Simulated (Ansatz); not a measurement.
**What a trial cell of Be relaxes into**

Level of theory: DFT PBE, scalar-relativistic, plane waves, PAW (Ansatz). Cutoff 420 eV, Γ-centred k mesh, Gaussian smearing, no spin polarisation in the final step.

The start is a random cell of Be without symmetry, drawn with lower limits on the distances.

```
CELL_PARAMETERS angstrom
3.64556 0.00000 0.00000
-1.26530 2.59693 0.00000
1.84883 -1.03168 3.97755
ATOMIC_POSITIONS crystal
Be 0.62301 0.06894 0.61862
Be 0.35689 0.66215 0.14467
Be 0.13347 0.02247 0.19889
Be 0.86676 0.76084 0.96544
```

Cell and atoms relax at zero pressure; the relaxation can't lower the symmetry of the start. After a coarse first stage the cell is made exact in the group found at 0.06 Å.

Energies count from the standard state of Be at the same level.

What does it relax into?

It ends in Im-3m (No. 229). The result has the bcc structure. Conventional cell: a = 2.500 Å. Be has 8 Be at 2.17 Å and 6 Be at 2.50 Å.

```
Be
1.0
    -1.25009    1.25009    1.25009
     1.25009   -1.25009    1.25009
     1.25009    1.25009   -1.25009
Be
1
Direct
  0.00000 0.00000 0.00000
```

What are its volume, energy, density and gap?

The volume per atom is 7.81 Å³ and the density is 1.92 g/cm³. The energy over the standard structure is 0.10 eV/atom and the gap on the 30×30×30 mesh is 0 eV (a metal).

The final run used a 30×30×30 mesh on its 1-atom cell and 0.10 eV smearing. The k mesh leaves about 4 meV/atom of noise in metals. A structure relaxed within its symmetry needn't be a true minimum. The steps took of the order of 70 core-seconds in all.